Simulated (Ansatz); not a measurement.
This is a single-point calculation with the PAW code Ansatz on fluorite SiO₂; the level of theory is HSE06. The cell was relaxed with r2SCAN and then strained (isotropic -2.0 % on every length), with the atoms relaxed again with r2SCAN; k points keep the names of the unstrained zone.

```yaml
crystal:
  lattice:
    - [0.0, 2.2188857349, 2.2188857349]
    - [2.2188857349, 0.0, 2.2188857349]
    - [2.2188857349, 2.2188857349, 0.0]
  atoms:
    - { symbol: Si, position: [0.0, 0.0, 0.0] }
    - { symbol: O, position: [0.25, 0.25, 0.25] }
    - { symbol: O, position: [0.75, 0.75, 0.75] }
kpoints:
  mp_grid: { grid: [6, 6, 6] }
  band_path:
    path:
      - [0.0, 0.0, 0.0]
      - [0.5, 0.0, 0.5]
      - [0.625, 0.25, 0.625]
      - [0.375, 0.375, 0.75]
      - [0.5, 0.5, 0.5]
      - [0.5, 0.25, 0.75]
    npoints: 1
hamiltonian:
  xc: hse06
scf:
  occupations: { method: fixed }
  n_extra_bands: 4
output:
  forces: true
  stress: true
  eigenvalues: true
```

In the abridged output below, numbers in square brackets stand for lines, or ends of lines, that were taken out.
```
scf.n_extra_bands = 4 over 8 filled bands (N_el = 16.0): the run solves 12 bands
Functional definition: HSE06
Crystal: 3 atoms, lattice volume = 21.849 Å³
Basis set: ecut = 420 eV, 411 PW (Γ)
Symmetry: 48 space group operations
Space group: Fm-3m (ITA 225)
k-points: 16 of 216
Exchange kernel: α = 0.2500, screened, ω = 0.2079 Å⁻¹, Wigner–Seitz truncation, v(0) = 1041.6479 eV·Å³, q-mesh 6×6×6
hybrid outer 1: dexx = +6.630e-3 eV, tail = 1.21e-5 eV
hybrid outer 2: dexx = +2.860e-7 eV, tail = 1.26e-8 eV, Δε = 2.40e-3 eV
Free energy (F): -1770.242217 eV
[1]
--- Stress (GPa, compression-positive) ---
       16.886290       0.000000       0.000000
        0.000000      16.886290       0.000000
        0.000000       0.000000      16.886290
  P = ⅓ Tr σ = 16.8863 GPa (168.863 kbar)
--- Band table (eV; the first three rows and the last of 16) ---
[2]
```

The rows of the band table are 0: (0, 0, 0) = Γ, 1: (0, 0, 1/6), 2: (0, 0, 1/3), 15: (1/6, -1/2, -1/3).

Problem. Fill in the blanks. They hold the Fermi energy and the band table.

Solution.
```
[1]
Fermi energy:    12.082287 eV
[2]
  k-point 0: bands = […, 5.3379, 5.3379, 5.3379, 9.4871, 9.4871, 9.4871, 16.8322, 19.9347, 19.9347, 19.9347]
  k-point 1: bands = […, 5.1000, 5.3843, 5.3843, 8.3879, 8.9114, 8.9114, 18.3201, 20.3276, 20.7490, 20.7490]
  k-point 2: bands = […, 4.5986, 5.6407, 5.6407, 6.9239, 7.6905, 7.6905, 19.9894, 22.6327, 22.9563, 22.9563]
  k-point 15: bands = […, -0.3057, 1.8687, 4.6024, 8.5092, 11.1122, 11.8408, 17.8982, 23.4228, 24.5567, 26.8793]
```
The trailing digits, and the zero of the energies, depend on the potentials and thresholds.

The HSE06 gap is direct at X: 3.69 eV. Edges are sought over the mesh and the listed points. The mean pressure is +16.9 GPa (compression positive), so HSE06 would enlarge the cell's volume. The stress of a hybrid is loosely converged here.

All values are calculated for a non-magnetic cell, which may be hypothetical.

The meshes of the hybrids are coarse, so their gaps aren't converged to the digits shown.
